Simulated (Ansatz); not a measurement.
HgSe, 2 atoms in the cell. It takes space group F-43m (No. 216, cubic). Conventional cell: a = 6.078 Å, b = 6.078 Å, c = 6.078 Å, α = 90.00°, β = 90.00°, γ = 90.00°. Hg (site symmetry -43m) is surrounded by 4 Se at 2.63 Å. Se (site symmetry -43m) has 4 Hg at 2.63 Å as nearest neighbours. 

| Quantity | Value |
| --- | --- |
| Program | Ansatz 0.2.0 |
| Task | single point |
| Functional | PBE |
| Potentials or basis | all-electron LAPW, scalar-relativistic |
| Cutoff | 278 eV (chosen from the basis error) |
| Basis error allowed | 0.001 eV/atom |
| k mesh | 8 × 8 × 8 |
| Occupations | gaussian, width 0.022 eV |
| Spin | no spin polarisation |

Potentials or basis: all-electron LAPW, scalar-relativistic.

Command:

```console
$ ansatz run input.yaml --threads 1 --pin off --max-ram 3072MiB --backend cpu --events-out ev --progress --plain --runs-dir out
```

Hardware: 1 thread of Intel(R) Xeon(R) Processor @ 2.50GHz (Skylake/Cascade Lake), with other jobs on the host.

Question: Estimate the wall time of this run.

Answer: It took 37 s on 1 thread of Intel(R) Xeon(R) Processor @ 2.50GHz (Skylake/Cascade Lake), on a shared host, peak memory 0.34 GiB. Counts: scf iterations 7, plane waves 609, k points 29, bands 41.
